**Q.** I measure 1.11 eV for silicon. Your computed gaps for one cell span 0.431 eV, and an LDA row ties a PBE row. Which ordering should I believe?

Kohn-Sham DFT band gaps of diamond-structure silicon in one unrelaxed two-atom cell (20.16 Å³/atom), without spin polarisation and with Fermi-Dirac smearing of 0.05 eV. Each gap is the lowest empty less the highest filled level on the k-mesh. The measured value is the indirect gap of the bulk crystal at 300 K, 1.11 eV (arXiv:1709.02567).

```csv
program,functional,how the value is got,potentials or basis,wave cutoff (eV),k-mesh,computed band gap (eV),computed less measured (eV)
FLEUR MaX-R8.1 (later development tree),Xalpha,"Kohn-Sham, on the mesh",all-electron,n/a,8x8x8,0.419,-0.69
ABINIT 10.8.3,LDA,"Kohn-Sham, on the mesh",JTH-PAW-LDA-v2.0,408.2,5x5x5,0.486,-0.62
ABINIT 10.8.3,LDA-PZ,"Kohn-Sham, on the mesh",JTH-PAW-LDA-v2.0,408.2,8x8x8,0.530,-0.58
ABINIT 10.8.3,PBE,"Kohn-Sham, on the mesh",JTH-PAW-PBE-v2.0,408.2,5x5x5,0.597,-0.51
ABINIT 10.8.3,PBE,"Kohn-Sham, on the mesh",PseudoDojo-NC-SR-PBE-v0.5-standard,489.8,8x8x8,0.625,-0.49
JDFTx 1.7.0 (patched build),PBE,"Kohn-Sham, on the mesh",PseudoDojo-SR-PBE-0.5-standard,489.8,8x8x8,0.625,-0.49
Quantum ESPRESSO 7.5,PBE,"Kohn-Sham, on the mesh",SSSP-1.3-efficiency-PBE,748.3,8x8x8,0.629,-0.48
ABINIT 10.8.3,LDA,"Kohn-Sham, on the mesh",PseudoDojo-NC-SR-LDA-v0.4.1-standard,326.5,6x6x6,0.629,-0.48
ABINIT 10.8.3,LDA,"Kohn-Sham, on the mesh",PseudoDojo-NC-SR-LDA-v0.4-stringent,326.5,6x6x6,0.629,-0.48
exciting sodium,PBE,"Kohn-Sham, on the mesh","all-electron-LAPW+lo, shipped-species-files",n/a,8x8x8,0.630,-0.48
SIESTA 5.4.2,PW91,"Kohn-Sham, on the mesh",PseudoDojo-0.4-standard-NC,n/a,8x8x8,0.646,-0.46
ABINIT 10.8.3,revPBE,"Kohn-Sham, on the mesh",PseudoDojo-NC-SR-PBE-v0.4.1-standard,489.8,8x8x8,0.676,-0.43
OpenMX 3.8.5,PBE,"Kohn-Sham, on the mesh",OpenMX-2013-PBE-set,n/a,9x9x9,0.694,-0.42
ABINIT 10.8.3,RPBE,"Kohn-Sham, on the mesh",PseudoDojo-NC-SR-PBE-v0.4.1-standard,489.8,8x8x8,0.696,-0.41
Quantum ESPRESSO 7.5,PBE,"Kohn-Sham, on the mesh",SG15-PBE-1.2,544.2,6x6x6,0.706,-0.40
ABINIT 10.8.3,PBE,"Kohn-Sham, on the mesh",PseudoDojo-NC-SR-PBE-v0.4-stringent,489.8,6x6x6,0.720,-0.39
ABINIT 10.8.3,r2SCAN,"Kohn-Sham, on the mesh",SG15-NC-PBE-v1.2,979.6,8x8x8,0.757,-0.35
ABINIT 10.8.3,r2SCAN,"Kohn-Sham, on the mesh",JTH-PAW-PBE-v2.0,489.8,10x10x10,0.787,-0.32
ABINIT 10.8.3,OLYP,"Kohn-Sham, on the mesh",JTH-PAW-PBE-v2.0,408.2,8x8x8,0.835,-0.28
ABINIT 10.8.3,BLYP,"Kohn-Sham, on the mesh",PseudoDojo-NC-SR-PBE-v0.4.1-standard,489.8,8x8x8,0.850,-0.26
```

**A.** Trust the order only among rows with the same mesh, because sorting by gap mixes the functional with a sampling error. Each entry is the lowest empty level less the highest filled level among the points of the k-mesh, and the last column subtracts the measured value. The valence top lies at Γ, which these meshes contain, but the conduction minimum lies between mesh points on the line from Γ to X. Each gap is therefore the valley-bottom gap of that functional plus a penalty for missing the bottom, apart from a much smaller effect of the mesh on the self-consistent density. The direct gaps of the same runs, which don't involve the valley, bear this out: over the LDA rows they vary by 0.011 eV, while the tabulated gaps vary by 0.143 eV.

**Q.** Why is the minimum at such an awkward place?

**A.** Symmetry explains part of it. Describe a chain of identical, evenly spaced atoms with two atoms per cell: its band folds, and two branches meet at the zone edge with equal and opposite slopes. In the diamond structure a glide, a reflection combined with a shift, swaps the two atoms of the cell and likewise makes two conduction bands meet at X, so the lower one falls as one moves back toward Γ until its curvature turns it up. The chain explains the touching and the slope only; the depth and place of the valley need the real crystal. In a zincblende crystal the two atoms differ, the bands split at X, and the slope there vanishes, which by itself pulls a valley on this line toward X. If the valley lies at X itself, every even mesh through Γ contains it.

**Q.** Can the penalty be computed?

**A.** Let x run from 0 at Γ to 1 at X, and u = 1 − x. Near X, the lower band above the valence top is modelled as E(u) = E_X − Bu + Au², with E_X the energy at X, B the size of the slope there and A half the curvature; setting dE/du = 0 gives u₀ = B/2A. An N×N×N mesh through Γ samples x = 2j/N with integer j, and the gap it reports is the lowest sampled E. The three constants were fixed by three band energies from the two ABINIT PseudoDojo PBE runs, so those rows are no test. The bottom comes out near x = 0.84 at 0.587 eV, or 0.581 eV with a quartic form, which indicates the uncertainty.

Take the 5×5×5 PBE row, which wasn't part of the fit. Its best point is x = 0.8, so u = 0.2:

E = 0.720 − 1.637 × 0.2 + 5.020 × 0.04 = 0.720 − 0.327 + 0.201 = 0.594 eV.

The table has 0.597 eV, from another potential than the fitted runs, so read the agreement as good to about 0.01 eV, not to the last digit. A finer mesh isn't always closer: near the valley, 6×6×6 offers only x = 2/3 and X and pays 0.133 eV, 8×8×8 pays 0.038 eV, and 5×5×5 just 0.007 eV. The tie you noticed is LDA on the worst mesh (two numerically identical rows) against PBE on a better one. The output after this text lists every row.

**Q.** So do the programs agree?

**A.** At equal mesh and functional, closely: four programs with PBE at 8×8×8 span 0.005 eV in the table's rounded gaps, against a mean error of −0.483 eV relative to measurement. The JDFTx run carries a warning that its last solve of the electrons or bands ended unconverged, which bears on the band energies and so on the gap. No harm shows at this precision: its indirect and direct gaps both match ABINIT's with the same potential to within 0.0001 eV, and the span of 0.005 eV is the same without it. Its forces were off by hundredths of an eV per ångström in the data makers' tests on other systems, but in this cell they vanish by symmetry. The SG15 row at 6×6×6 sits 0.014 eV under the model, and since program changes did so little elsewhere, the potential is the likelier source. The 5×5×5 LDA row also sits 0.013 eV under the model, but it shares its potential with the LDA-PZ row that sets the LDA level, so the cause there must be another. Its direct gap, which owes nothing to the valley, is also 0.007 eV lower, so part of the offset is expected to come from the density built on a coarser mesh and the rest from an LDA valley shaped a little unlike the PBE one; the two LDA forms should differ too little to matter. The split is untested.

Two cases resist the model. OpenMX samples close to the bottom yet lies 0.094 eV too high, and its direct gap is high by 0.066 eV; its atom-centred basis or its potential may be responsible, which is untested. The r2SCAN gap rises by 0.030 eV from 8×8×8 to 10×10×10 where the model expects a fall of 0.031 eV. The direct gap rises by 0.032 eV as well, which points away from valley sampling. The two runs also differ in potential and cutoff, and both carry warnings: at 8×8×8 that a routine used with the kinetic-energy density isn't yet in production and may not work with such potentials, at 10×10×10 that the density fell too low at some points and was reset. So they don't test the mesh, and r2SCAN's place among the functionals is less sure than the others'.

**Q.** What remains is the functional. Why that order?

**A.** The 8×8×8 rows show it: Xalpha, LDA, PBE, PW91, revPBE, RPBE, r2SCAN, OLYP, BLYP. The shift isn't rigid, since RPBE raises the indirect gap over PBE by 0.071 eV but the direct gap by 0.009 eV. A likely reason, not computed here, is where the states sit. The valley state has much weight in the thin density between the bonds, while the valence top lies on the bonds and the lowest empty state at Γ is expected to keep nearer the atoms. Gradient corrections alter the potential of these regions unequally. That picture suits LDA, revPBE, RPBE and OLYP. Xalpha, a local exchange without gradient terms, also shifts the indirect gap more than the direct one (−0.206 against −0.084 eV from PBE), and its place below LDA is expected from the missing correlation: the correlation potential deepens with density, so it lowers the bond states more than the valley state and widens the gap. This isn't tested here, and the row is the only one from FLEUR. The picture fails for BLYP and r2SCAN, whose direct gaps move comparably or more. r2SCAN also uses the kinetic-energy density, which adds a term acting on the slopes of the orbitals and often widens gaps; for BLYP the LYP correlation is the expected source, since its exchange is close to that of PBE at moderate gradients. OLYP shares LYP, so its small direct shift is probably a cancellation against its exchange and is weak support for the picture; these runs don't separate the two parts. The PW91 row is the only one from SIESTA, with an atomic-orbital basis, so the table alone can't say whether its place above PBE comes from the functional or the basis; if it is the functional, it is a third case against the picture, as the direct gap moves more (+0.035 against +0.021 eV). The last five functionals ran with potentials made for PBE, which blurs the assignment further. OLYP and BLYP differ by only 0.015 eV and use different potentials, while the r2SCAN pair departs from the mesh model by 0.061 eV on a change of potential and cutoff, so the last places of the order aren't settled.

**Q.** BLYP is closest. Should I use it?

**A.** Not on this evidence. Its lead is for one quantity of one crystal, in a cell where it reports 5.0 GPa while LDA reports as low as −2.5 GPa, so these aren't gaps at each functional's own volume. Every row is too low, and removing the penalty worsens them: PBE reaches 53% of the measured gap and BLYP 73%, the latter assuming the PBE valley shape. The reason is standard theory. The measured gap is the cost of removing an electron less the gain of adding one, and the exact potential jumps by a constant when an electron is added; local and gradient functionals lack that jump, and r2SCAN can recover only part of it. Quasiparticle methods are built to compute the measured gap directly.

The functional's own error is larger still. The 300 K value is narrowed by thermal and zero-point motion, by roughly 0.1 eV as recalled, and spin-orbit coupling, absent from these runs, would lift the valence top slightly. Both make the true shortfall larger than the last column.

**Q.** What does that do to a device model?

**A.** The intrinsic carrier density goes as exp(−E_g/2kT), with E_g the gap and 2kT about 0.052 eV at 300 K. The PBE valley-bottom error of 0.52 eV gives exp(10), a density too high by a factor of some 2 × 10⁴, and the 6×6×6 penalty alone changes it by more than tenfold. Junction-leakage models therefore need the measured gap. The valley shape fares better: the curvature implies a longitudinal mass near 1.0 electron mass, against roughly 0.9 recalled, though from three points only.

Numerical output:

```
PBE band above valence top (eV): x=1 0.7201, x=0.75 0.6246, x=0.667 0.7322, x=0.5 1.1333
parabola: EX 0.720, B 1.637, A 5.020 eV; minimum x 0.837, gap 0.587 eV, mass 1.01 m_e
quartic with upper band: minimum x 0.842, gap 0.581 eV
x=0.5, not fitted: parabola +0.023, quartic -0.034 eV off
mesh 5: best x 0.800, penalty parabola 0.007, quartic 0.009 eV
mesh 6: best x 1.000, penalty parabola 0.133, quartic 0.139 eV
mesh 8: best x 0.750, penalty parabola 0.038, quartic 0.043 eV
mesh 9: best x 0.889, penalty parabola 0.014, quartic 0.012 eV
mesh 10: best x 0.800, penalty parabola 0.007, quartic 0.009 eV
LDA shift from the LDA-PZ row -0.095 eV; table rounding 0.0005 eV; * = row fixes the model
program level potential mesh | gap, direct gap, gap-model, gap less penalty, its error (eV)
FLEUR   Xalpha all-electr  8 | 0.419 2.468   -     0.381 -0.729
ABINIT  LDA    JTH-PAW-LD  5 | 0.486 2.519 -0.013  0.479 -0.631
ABINIT  LDA-PZ JTH-PAW-LD  8 | 0.530 2.526 +0.000* 0.492 -0.618
ABINIT  PBE    JTH-PAW-PB  5 | 0.597 2.561 +0.003  0.590 -0.520
ABINIT  PBE    PseudoDojo  8 | 0.625 2.553 +0.000* 0.587 -0.523
JDFTx   PBE    PseudoDojo  8 | 0.625 2.553 +0.000  0.587 -0.523
Quantum PBE    SSSP-1.3-e  8 | 0.629 2.559 +0.004  0.591 -0.519
ABINIT  LDA    PseudoDojo  6 | 0.629 2.531 +0.003  0.496 -0.614
ABINIT  LDA    PseudoDojo  6 | 0.629 2.531 +0.003  0.496 -0.614
excitingPBE    all-electr  8 | 0.630 2.558 +0.005  0.592 -0.518
SIESTA  PW91   PseudoDojo  8 | 0.646 2.588   -     0.608 -0.502
ABINIT  revPBE PseudoDojo  8 | 0.676 2.559   -     0.638 -0.472
OpenMX  PBE    OpenMX-201  9 | 0.694 2.618 +0.094  0.680 -0.430
ABINIT  RPBE   PseudoDojo  8 | 0.696 2.561   -     0.658 -0.452
Quantum PBE    SG15-PBE-1  6 | 0.706 2.555 -0.014  0.573 -0.537
ABINIT  PBE    PseudoDojo  6 | 0.720 2.550 -0.000* 0.587 -0.523
ABINIT  r2SCAN SG15-NC-PB  8 | 0.757 2.717   -     0.719 -0.391
ABINIT  r2SCAN JTH-PAW-PB 10 | 0.787 2.748   -     0.780 -0.330
ABINIT  OLYP   JTH-PAW-PB  8 | 0.835 2.589   -     0.797 -0.313
ABINIT  BLYP   PseudoDojo  8 | 0.850 2.714   -     0.812 -0.298
PBE range without OpenMX (local basis): raw 0.123, less penalty 0.020, direct 0.011 eV
LDA range: raw 0.143, less penalty 0.016, direct 0.011 eV
PBE 8x8x8, 4 programs: range 0.005 eV, mean error -0.483 eV, ratio 97
PBE - LDA in ABINIT at mesh 5, 6, 8: 0.111 0.091 0.095 eV
8x8x8 shift from ABINIT PBE, indirect/direct (eV): Xalpha -0.206/-0.084, LDA-PZ -0.095/-0.027, PW91 +0.021/+0.035, revPBE +0.051/+0.006
   RPBE +0.071/+0.009, r2SCAN +0.132/+0.164, OLYP +0.210/+0.036, BLYP +0.225/+0.161
OpenMX excess: over model +0.094, direct gap over ABINIT PBE +0.066 eV
r2SCAN mesh 10 - mesh 8: table +0.030, model -0.031, direct +0.032 eV
8x8x8 range over functionals 0.431 eV; whole table 0.431 eV
share of 1.11 eV less penalty: lowest 34%, PBE 53%, highest 73%
```
